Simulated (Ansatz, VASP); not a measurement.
## Ge31H4 (vacancy with four H in Ge) in two plane-wave programs

One calculation is typed for both programs; each brings its own data sets. How far apart do they land? Of the first pair: The structure shown is the start of the Ansatz relaxation below; VASP solves that cell, so the two are compared at the walk's first step.

Calculated with Ansatz 0.2.0; plane waves, with VASP 6.6.1 beside it; single point at PBE.

## Step 1: Set-up

The cell holds 35 atoms: 31 Ge and 4 H. Cell: a = 9.968 Å, b = 9.968 Å, c = 9.968 Å, α = 109.5°, β = 109.5°, γ = 109.5°. It derives from Ge (Ge (Fd-3m)). Nearest the centre at fractional (0.500, 0.500, 0.500): H32 at 0.93 Å, H33 at 0.93 Å, H34 at 0.93 Å, H35 at 0.93 Å, Ge26 at 2.49 Å, Ge25 at 2.49 Å, Ge22 at 2.49 Å, Ge31 at 2.49 Å.

## Step 2: Ansatz: relaxation, PBE

Ansatz runs on its default PAW (the set named soft_2) files.

The two programs are compared at the cell with which this relaxation starts, whose forces are those of its first step.

input.yaml reads:

```yaml
crystal:
  lattice:
    - [-5.75521295, 5.75521295, 5.75521295]
    - [5.75521295, -5.75521295, 5.75521295]
    - [5.75521295, 5.75521295, -5.75521295]
  atoms:
    - { symbol: Ge, position: [0.0, 0.0, 0.5] }
    - { symbol: Ge, position: [0.0, 0.25, 0.25] }
    - { symbol: Ge, position: [0.0, 0.5, 0.0] }
    - { symbol: Ge, position: [0.0, 0.75, 0.75] }
    - { symbol: Ge, position: [0.25, 0.0, 0.25] }
    - { symbol: Ge, position: [0.25, 0.25, 0.0] }
    - { symbol: Ge, position: [0.25, 0.5, 0.75] }
    - { symbol: Ge, position: [0.25, 0.75, 0.5] }
    - { symbol: Ge, position: [0.5, 0.0, 0.0] }
    - { symbol: Ge, position: [0.5, 0.25, 0.75] }
    - { symbol: Ge, position: [0.5, 0.75, 0.25] }
    - { symbol: Ge, position: [0.75, 0.0, 0.75] }
    - { symbol: Ge, position: [0.75, 0.25, 0.5] }
    - { symbol: Ge, position: [0.75, 0.5, 0.25] }
    - { symbol: Ge, position: [0.75, 0.75, 0.0] }
    - { symbol: Ge, position: [0.0, 0.0, 0.25] }
    - { symbol: Ge, position: [0.0, 0.25, 0.0] }
    - { symbol: Ge, position: [0.0, 0.5, 0.75] }
    - { symbol: Ge, position: [0.0, 0.75, 0.5] }
    - { symbol: Ge, position: [0.25, 0.0, 0.0] }
    - { symbol: Ge, position: [0.25, 0.25, 0.75] }
    - { symbol: Ge, position: [0.25, 0.5, 0.5] }
    - { symbol: Ge, position: [0.25, 0.75, 0.25] }
    - { symbol: Ge, position: [0.5, 0.0, 0.75] }
    - { symbol: Ge, position: [0.5, 0.25, 0.5] }
    - { symbol: Ge, position: [0.5, 0.5, 0.25] }
    - { symbol: Ge, position: [0.5, 0.75, 0.0] }
    - { symbol: Ge, position: [0.75, 0.0, 0.5] }
    - { symbol: Ge, position: [0.75, 0.25, 0.25] }
    - { symbol: Ge, position: [0.75, 0.5, 0.0] }
    - { symbol: Ge, position: [0.75, 0.75, 0.75] }
    - { symbol: H, position: [0.407149, 0.5, 0.5] }
    - { symbol: H, position: [0.5, 0.407149, 0.5] }
    - { symbol: H, position: [0.5, 0.5, 0.407149] }
    - { symbol: H, position: [0.592851, 0.592851, 0.592851] }
basis:
  ecutwfc: 420
  xc_grid: 2
hamiltonian:
  xc: pbe
kpoints:
  mp_grid: { grid: [2, 2, 2], shift: [0.5, 0.5, 0.5] }
scf:
  occupations: { method: fermi_dirac, width: 0.01 }
  max_iter: 120
relax:
  f_tol: 0.02
  max_steps: 80
  escape_saddle: false
output:
  forces: true
```

Launch:

```sh
> ansatz run input.yaml --threads 8 --pin off --max-ram 14131MiB --backend cpu --events-out ev --progress --plain --runs-dir out
```

Numbers of over 12 decimals in the logs are rounded to 6 here.

Output:

```text
The last accepted step is kept in <dir> (removed where the run ends without a failure and the disk answers)
Engine: ansatz 0.2.0, aarch64-unknown-linux-gnu
Pseudopotentials: kind: paw
Pseudopotential: Ge, paw, valence charge 14, recommended cutoff 420 eV (normal), Ge.paw.azcp
Pseudopotential: H, paw, valence charge 1, recommended cutoff 420 eV (normal), H.paw.azcp
Functional definition: PBE
  parameter kappa = 0.804
  parameter beta = 0.066725
  exchange = pbe_x(kappa = kappa, mu = beta*pi^2/3)
  correlation = pbe_c(beta = beta)
Crystal: 35 atoms, lattice volume = 762.508 Å³
Basis set: ecut = 420 eV, 14771 PW (Γ), exchange–correlation on 144×144×144 points (8 copies of the dense FFT grid, shifted against one another)
Bands: 263, of which v1, the nominal top of the filled ones, is band 219 counted from 1 (218 counted from 0)
Symmetry: 24 space group operations
Space group: I-43m (ITA 217), of the structure as read, at distance tolerance 9.1e-5 Å
k-points: 2 of 8 (time reversal used)
Non-local potential: Ge, projectors of the file, l = 0: 2, l = 1: 2, l = 2: 3, l = 3: 1
Non-local potential: H, projectors of the file, l = 0: 2, l = 1: 1
PAW form: soft (Blöchl's): semilocal exchange-correlation on the pseudo side does not see the compensation charge
PAW one-centre angular grid: Ge, 590 points (default); XC on 64 Gauss nodes
PAW one-centre angular grid: H, 110 points (default); XC on 64 Gauss nodes
Initial density: superposition of atomic densities (neutral atoms: chi_scale 0, normalization atom), corrected by the library's trained network
Initial wavefunctions: pseudopotential atomic-orbital guess
Functional: x = pbe(κ = 0.804, μ = 0.219515), c = pbe(β = 0.066725)
SCF iter   1: F=—  HF=-133205.982723 eV  |F-HF|=—  |Δ(HF+E_count)|=         —  Δρ=1.83e-3  dr2=6.81e-2  ethr=1.77e-3  ⟨swp⟩=6.0  Hψ=1816  notcnv=0  defer=8
preconditioner: auto → Resta (q_TF=auto, 2.487 Å⁻¹)  ε∞=2.6  [insulator: Δε(μ)=1.381 eV  Ē_g=22.137 eV  σ=0.010 eV  W_gap=1.00  n_scr=200 (ndim 8)  ℏωp=28.1 eV  f_vac=0.093  D(μ)=0.00/eV (n_scr^D=0)  ε∞_Penn≈2.6]
SCF iter   2: F=—  HF=-133205.963352 eV  |F-HF|=—  |Δ(HF+E_count)|=   1.94e-2  Δρ=1.03e-3  dr2=1.01e-2  ethr=1.56e-5  ⟨swp⟩=2.5  Hψ=987  notcnv=0  defer=79
SCF iter   3: F=—  HF=-133205.963425 eV  |F-HF|=—  |Δ(HF+E_count)|=   7.32e-5  Δρ=4.69e-4  dr2=2.34e-3  ethr=2.32e-6  ⟨swp⟩=2.0  Hψ=837  notcnv=0  defer=79
SCF iter   4: F=—  HF=-133205.964152 eV  |F-HF|=—  |Δ(HF+E_count)|=   7.27e-4  Δρ=1.35e-4  dr2=2.59e-4  ethr=5.34e-7  ⟨swp⟩=2.0  Hψ=581  notcnv=0  defer=79
SCF iter   5: F=—  HF=-133205.964375 eV  |F-HF|=—  |Δ(HF+E_count)|=   2.23e-4  Δρ=4.88e-5  dr2=2.34e-5  ethr=5.92e-8  ⟨swp⟩=3.0  Hψ=885  notcnv=0  defer=79
SCF iter   6: F=-133205.964416 eV  HF=-133205.964415 eV  |F-HF|=1.86e-6  |Δ(HF+E_count)|=   3.93e-5  Δρ=1.62e-5  dr2=2.17e-6  ethr=2.28e-9  ⟨swp⟩=4.0  Hψ=1534  notcnv=0
SCF 1 converged in 6 iterations: F = -133205.964416 eV  dr2 = 2.17e-6
  greatest PAW one-centre occupation: 0.998 electrons in one spin orbital (limit 2), on the Ge atom at site 30 (counted from 0), in its partial waves of l = 2
relax step   1: F+E_penalty+E_count = -133205.96441641 eV  Δ(F+E_penalty+E_count) = +0.000e0 eV  max|allowed force component| = 4.646e-1 eV/Å  Δτ_max = 0.0000 Å  (6 SCF iters, dr2 threshold 1.00e-5 eV, accepted)
[...]
relax step   2: F+E_penalty+E_count = -133206.45977592 eV  Δ(F+E_penalty+E_count) = -4.954e-1 eV  max|allowed force component| = 1.207e-1 eV/Å  Δτ_max = 0.1982 Å  (6 SCF iters, dr2 threshold 1.35e-5 eV, accepted)
[...]
relax step   3: F+E_penalty+E_count = -133206.47415467 eV  Δ(F+E_penalty+E_count) = -1.438e-2 eV  max|allowed force component| = 6.265e-2 eV/Å  Δτ_max = 0.0072 Å  (4 SCF iters, dr2 threshold 9.10e-7 eV, accepted)
[...]
relax step   4: F+E_penalty+E_count = -133206.48033677 eV  Δ(F+E_penalty+E_count) = -6.182e-3 eV  max|allowed force component| = 4.827e-3 eV/Å  Δτ_max = 0.0084 Å  (6 SCF iters, accepted)
SCF converged after 6 iterations
Free energy (F): -133206.480337 eV
Harris-Foulkes:  -133206.480337 eV  (|F-HF|=3.07e-8)
Internal energy: -133206.480337 eV  (E = F + TS)
E sigma→0 (E₀):  -133206.480337 eV
Fermi energy:    7.465845 eV
--- Per-component energies (eV) ---
  E_band       = -4991.975514
  E_kinetic    = 3497.852341
  E_local      = -79420.691044  (includes V_loc(G=0)·N_el)
  E_nonlocal   = 12978.278364
  E_hartree    = 34848.469136
  E_xc         = -2372.283739
  E_vxc        = -2040.775851  (∫ρ·V_xc dr)
  E_paw        = -62618.062676  (= ΣΔE_a)
  E_vpaw       = -9703.580545  (= ΣTr[D̂ρ^β])
  E_aug_tail   = 0.005011  (compensation charges beyond the density's cutoff)
  E_ewald      = -40120.047730
  E_smearing   = -0.000000  (= −TS)
  E_closure    = 0.000000  (closes the sum)
  Σ components = -133206.480337   (vs F -133206.480337, Δ=0.00e0)
--- Forces (eV/Å), atoms counted from 1 ---
  atom   1  Ge     0.00000000     0.00000000     0.00000000
  atom   2  Ge    -0.00052654    -0.00482725    -0.00482725
  atom   3  Ge     0.00000000     0.00000000     0.00000000
  atom   4  Ge    -0.00052654     0.00482725     0.00482725
  atom   5  Ge    -0.00482725    -0.00052654    -0.00482725
  atom   6  Ge    -0.00482725    -0.00482725    -0.00052654
  atom   7  Ge     0.00482725     0.00052654    -0.00482725
  atom   8  Ge     0.00482725    -0.00482725     0.00052654
  atom   9  Ge    -0.00000000     0.00000000    -0.00000000
  atom  10  Ge     0.00052654     0.00482725    -0.00482725
  atom  11  Ge     0.00052654    -0.00482725     0.00482725
  atom  12  Ge     0.00482725    -0.00052654     0.00482725
  atom  13  Ge    -0.00482725     0.00482725     0.00052654
  atom  14  Ge    -0.00482725     0.00052654     0.00482725
  atom  15  Ge     0.00482725     0.00482725    -0.00052654
  atom  16  Ge     0.00065352     0.00065352    -0.00106447
  atom  17  Ge     0.00065352    -0.00106447     0.00065352
  atom  18  Ge     0.00065352     0.00106447    -0.00065352
  atom  19  Ge     0.00065352    -0.00065352     0.00106447
  atom  20  Ge    -0.00106447     0.00065352     0.00065352
  atom  21  Ge    -0.00065352    -0.00065352    -0.00106447
  atom  22  Ge    -0.00112723     0.00112723     0.00112723
  atom  23  Ge    -0.00065352    -0.00106447    -0.00065352
  atom  24  Ge     0.00106447     0.00065352    -0.00065352
[...]
atom  28  Ge    -0.00065352     0.00065352     0.00106447
  atom  29  Ge    -0.00106447    -0.00065352    -0.00065352
  atom  30  Ge    -0.00065352     0.00106447     0.00065352
  atom  31  Ge    -0.00112723    -0.00112723    -0.00112723
  atom  32  H     -0.00039519     0.00039519     0.00039519
  atom  33  H      0.00039519    -0.00039519     0.00039519
  atom  34  H      0.00039519     0.00039519    -0.00039519
  atom  35  H     -0.00039519    -0.00039519    -0.00039519
  max |Σ_I F_I| component: 6.88e-18 eV/Å
--- Relaxed structure (4 steps of the walk, 4 accepted, 0 SCFs on fresh bases) ---
  F+E_penalty+E_count = -133206.48033677 eV   max|allowed force component| = 4.827e-3 eV/Å
  atoms:
    - { symbol: Ge, position: [0.0, 0.0, 0.5] }
    - { symbol: Ge, position: [-0.00465969, 0.247736, 0.247736] }
    - { symbol: Ge, position: [0.0, 0.5, 0.0] }
    - { symbol: Ge, position: [0.00465969, 0.752395, 0.752395] }
    - { symbol: Ge, position: [0.247736, -0.00465969, 0.247736] }
    - { symbol: Ge, position: [0.247736, 0.247736, -0.00465969] }
    - { symbol: Ge, position: [0.247605, 0.500000, 0.752264] }
    - { symbol: Ge, position: [0.247605, 0.752264, 0.500000] }
    - { symbol: Ge, position: [0.5, 0.0, 0.0] }
    - { symbol: Ge, position: [0.500000, 0.247605, 0.752264] }
    - { symbol: Ge, position: [0.500000, 0.752264, 0.247605] }
    - { symbol: Ge, position: [0.752395, 0.00465969, 0.752395] }
    - { symbol: Ge, position: [0.752264, 0.247605, 0.500000] }
    - { symbol: Ge, position: [0.752264, 0.500000, 0.247605] }
    - { symbol: Ge, position: [0.752395, 0.752395, 0.00465969] }
    - { symbol: Ge, position: [0.000918743, 0.000918743, 0.252388] }
    - { symbol: Ge, position: [0.000918743, 0.252388, 0.000918743] }
    - { symbol: Ge, position: [-0.000918743, 0.5, 0.751469] }
    - { symbol: Ge, position: [-0.000918743, 0.751469, 0.5] }
    - { symbol: Ge, position: [0.252388, 0.000918743, 0.000918743] }
    - { symbol: Ge, position: [0.248531, 0.248531, 0.747612] }
    - { symbol: Ge, position: [0.231306, 0.500000, 0.5] }
    - { symbol: Ge, position: [0.248531, 0.747612, 0.248531] }
    - { symbol: Ge, position: [0.5, -0.000918743, 0.751469] }
    - { symbol: Ge, position: [0.500000, 0.231306, 0.5] }
    - { symbol: Ge, position: [0.5, 0.5, 0.231306] }
    - { symbol: Ge, position: [0.5, 0.751469, -0.000918743] }
    - { symbol: Ge, position: [0.751469, -0.000918743, 0.5] }
    - { symbol: Ge, position: [0.747612, 0.248531, 0.248531] }
    - { symbol: Ge, position: [0.751469, 0.5, -0.000918743] }
    - { symbol: Ge, position: [0.768694, 0.768694, 0.768694] }
    - { symbol: H, position: [0.386336, 0.5, 0.5] }
    - { symbol: H, position: [0.5, 0.386336, 0.5] }
    - { symbol: H, position: [0.5, 0.5, 0.386336] }
    - { symbol: H, position: [0.613664, 0.613664, 0.613664] }
```

In the SCF lines HF is the Harris–Foulkes energy and dr2 the Hartree energy of the density residual, in eV; the loop may stop once dr2 is under the threshold and the program's other checks hold. Hψ counts applications of the Hamiltonian.

## Step 3: VASP: single point, PBE, start cell, pair 1

The same cell, functional, mesh and smearing now go to VASP, with its own data sets.

Lines of VASP's logs that name or quote its potential files are left out, and so is its time.

INCAR reads:

```
SYSTEM = Ge31H4
PREC = Accurate
ENCUT = 410
EDIFF = 1E-06
NELM = 120
ISMEAR = -1
SIGMA = 0.01
LREAL = Auto
ALGO = Normal
GGA = PE
NBANDS = 256
LORBIT = 11
LWAVE = .FALSE.
LCHARG = .FALSE.
ISIF = 2
ISYM = 2
LASPH = .TRUE.
GGA_COMPAT = .FALSE.
EFERMI = MIDGAP
KPAR = 2
```

POSCAR reads:

```
Ge31H4
1.0
   -5.7552129536      5.7552129536      5.7552129536
    5.7552129536     -5.7552129536      5.7552129536
    5.7552129536      5.7552129536     -5.7552129536
Ge H
31 4
Direct
    0.0000000040      0.0000000040      0.5000000040
    0.0000000020      0.2500000040      0.2500000040
    0.0000000040      0.5000000040      0.0000000040
    0.0000000060      0.7500000060      0.7500000060
    0.2500000040      0.0000000020      0.2500000040
    0.2500000040      0.2500000040      0.0000000020
    0.2500000020      0.5000000040      0.7500000040
    0.2500000020      0.7500000040      0.5000000040
    0.5000000040      0.0000000040      0.0000000040
    0.5000000040      0.2500000020      0.7500000040
    0.5000000040      0.7500000040      0.2500000020
    0.7500000060      0.0000000060      0.7500000060
    0.7500000040      0.2500000020      0.5000000040
    0.7500000040      0.5000000040      0.2500000020
    0.7500000060      0.7500000060      0.0000000060
    0.0000000040      0.0000000040      0.2499999626
    0.0000000040      0.2499999626      0.0000000040
    0.0000000040      0.5000000040      0.7499999626
    0.0000000040      0.7499999626      0.5000000040
    0.2499999626      0.0000000040      0.0000000040
    0.2500000454      0.2500000454      0.7500000454
    0.2499999586      0.5000000040      0.5000000040
    0.2500000454      0.7500000454      0.2500000454
    0.5000000040      0.0000000040      0.7499999626
    0.5000000040      0.2499999586      0.5000000040
    0.5000000040      0.5000000040      0.2499999586
    0.5000000040      0.7499999626      0.0000000040
    0.7499999626      0.0000000040      0.5000000040
    0.7500000454      0.2500000454      0.2500000454
    0.7499999626      0.5000000040      0.0000000040
    0.7500000494      0.7500000494      0.7500000494
    0.4071489654      0.5000000040      0.5000000040
    0.5000000040      0.4071489654      0.5000000040
    0.5000000040      0.5000000040      0.4071489654
    0.5928510426      0.5928510426      0.5928510426
```

KPOINTS reads:

```
Points of the shifted mesh
8
Reciprocal
 0.2500000000  0.2500000000  0.2500000000 1
 0.2500000000  0.2500000000  0.7500000000 1
 0.2500000000  0.7500000000  0.2500000000 1
 0.2500000000  0.7500000000  0.7500000000 1
 0.7500000000  0.2500000000  0.2500000000 1
 0.7500000000  0.2500000000  0.7500000000 1
 0.7500000000  0.7500000000  0.2500000000 1
 0.7500000000  0.7500000000  0.7500000000 1
```

The projector-augmented-wave data sets are Ge_d and H (PBE family, release 64).

Launch:

```sh
> mpirun -np 4 vasp_std
```

Output:

```text
[banner, memory and clock lines left out]
running    4 mpi-ranks, on    1 nodes
[...]
LDA part: xc-table for (Slater+PW92), standard interpolation
 POSCAR, INCAR and KPOINTS ok, starting setup
[...]
entering main loop
       N       E                     dE             d eps       ncg     rms          rms(c)
DAV:   1     0.689258469132E+04    0.68926E+04   -0.15248E+05  4360   0.412E+03
DAV:   2     0.141383949423E+04   -0.54787E+04   -0.53244E+04  4096   0.989E+02
DAV:   3     0.600951122768E+02   -0.13537E+04   -0.12846E+04  4272   0.275E+02
DAV:   4    -0.140601521469E+03   -0.20070E+03   -0.19245E+03  4640   0.108E+02
[...]
DAV:  14    -0.151592743706E+03   -0.24099E-06   -0.63684E-05  4880   0.143E-01    0.798E-03
DAV:  15    -0.151592748986E+03   -0.52802E-05   -0.49800E-05  4424   0.462E-02    0.521E-03
DAV:  16    -0.151592748695E+03    0.29123E-06   -0.70650E-06  4704   0.968E-02
   1 F= -.15159275E+03 E0= -.15159275E+03  d E =0.000000E+00
```

From OUTCAR (step 3):

```text
  Total        0.2126053      0.2126053      0.2126053      0.0000000     -0.0000000     -0.0000000
  in kB        0.4467252      0.4467252      0.4467252      0.0000000     -0.0000000     -0.0000000
  external PRESSURE =       0.4467252 kB  Pullay stress =       0.0000000 kB

 POSITION                                       TOTAL-FORCE (eV/Angst)
 -----------------------------------------------------------------------------------
      2.87761      2.87761     -2.87761        -0.000000      0.000000     -0.000000
      2.87761      0.00000      0.00000         0.011041      0.023781      0.023781
      2.87761     -2.87761      2.87761        -0.000000      0.000000     -0.000000
      8.63282      0.00000      0.00000         0.011041     -0.023781     -0.023781
      0.00000      2.87761      0.00000         0.023781      0.011041      0.023781
      0.00000      0.00000      2.87761         0.023781      0.023781      0.011041
      5.75521      2.87761      0.00000        -0.023781     -0.011041      0.023781
      5.75521      0.00000      2.87761        -0.023781      0.023781     -0.011041
     -2.87761      2.87761      2.87761        -0.000000      0.000000     -0.000000
      2.87761      5.75521      0.00000        -0.011041     -0.023781      0.023781
      2.87761      0.00000      5.75521        -0.011041      0.023781     -0.023781
      0.00000      8.63282      0.00000        -0.023781      0.011041     -0.023781
      0.00000      5.75521      2.87761         0.023781     -0.023781     -0.011041
      0.00000      2.87761      5.75521         0.023781     -0.011041     -0.023781
[...]
-----------------------------------------------------------------------------------
    total drift:                                0.000004      0.000004      0.000005

  FREE ENERGIE OF THE ION-ELECTRON SYSTEM (eV)
  ---------------------------------------------------
  free  energy   TOTEN  =      -151.5927486948 eV

  energy  without entropy=     -151.5927486948  energy(sigma->0) =     -151.59274869

[... 3 further parts left out ...]
[key lines of the parts left out:]
E-fermi :   4.1923
```

The run ends at a pressure of 0.04 GPa, with forces up to 0.83 eV/Å.

## Step 4: Comparison

Known differences besides the potentials themselves: the cutoff is 420 eV in Ansatz and 410 eV in VASP (PREC = Accurate, projectors in real space). Total energies have different zeros and are not compared.

Forces on 7 of the 35 atoms, those with the largest forces and the largest differences (eV/Å; atoms numbered as in POSCAR):

```csv
atom,"Ansatz x, y, z","VASP x, y, z"
Ge22,"0.380, -0.380, -0.380","0.369, -0.369, -0.369"
Ge26,"-0.380, -0.380, 0.380","-0.369, -0.369, 0.369"
Ge31,"0.380, 0.380, 0.380","0.369, 0.369, 0.369"
H32,"0.465, -0.465, -0.465","0.481, -0.481, -0.481"
H33,"-0.465, 0.465, -0.465","-0.481, 0.481, -0.481"
H34,"-0.465, -0.465, 0.465","-0.481, -0.481, 0.481"
H35,"0.465, 0.465, 0.465","0.481, 0.481, 0.481"
```

The forces differ by 6.6 meV/Å r.m.s., which is 3.2 % of the r.m.s. force of 0.206 eV/Å (both taken over all components).

## Step 5: Ansatz: relaxation, PBE

This run makes the geometry at which the two programs are then compared.

The structure compared here is the end of the Ansatz relaxation.

input.yaml is that of step 2.

Launch:

```sh
> ansatz run input.yaml --threads 8 --pin off --max-ram 14131MiB --backend cpu --events-out ev --progress --plain --runs-dir out
```

Output:

```text
[...]
Crystal: 35 atoms, lattice volume = 762.508 Å³
Basis set: ecut = 420 eV, 14771 PW (Γ), exchange–correlation on 144×144×144 points (8 copies of the dense FFT grid, shifted against one another)
Bands: 263, of which v1, the nominal top of the filled ones, is band 219 counted from 1 (218 counted from 0)
Symmetry: 24 space group operations
[...]
k-points: 2 of 8 (time reversal used)
[...]
- { symbol: Ge, position: [0.247605, 0.752264, 0.500000] }
[...]
- { symbol: Ge, position: [0.751469, -0.000918743, 0.5] }
    - { symbol: Ge, position: [0.747612, 0.248531, 0.248531] }
    - { symbol: Ge, position: [0.751469, 0.5, -0.000918743] }
    - { symbol: Ge, position: [0.768694, 0.768694, 0.768694] }
    - { symbol: H, position: [0.386336, 0.5, 0.5] }
    - { symbol: H, position: [0.5, 0.386336, 0.5] }
    - { symbol: H, position: [0.5, 0.5, 0.386336] }
    - { symbol: H, position: [0.613664, 0.613664, 0.613664] }
[key lines of the parts left out:]
SCF converged after 6 iterations
Free energy (F): -133206.480337 eV
Fermi energy:    7.465845 eV
```

(Part 1 of 2 ends here.)

[Lines on the potential files, build, host, timing and source positions are cut from VASP's logs without a mark.]

[Logs are printed without paths, hosts, clocks, repeated set-up lines and the standing remarks that a program may print on its own settings, such as how far it seeks lower states.]

[Hosts, paths, dates, database ids (printed as entryN), source tags and the programs' standing remarks are cut or masked in the printed files.]
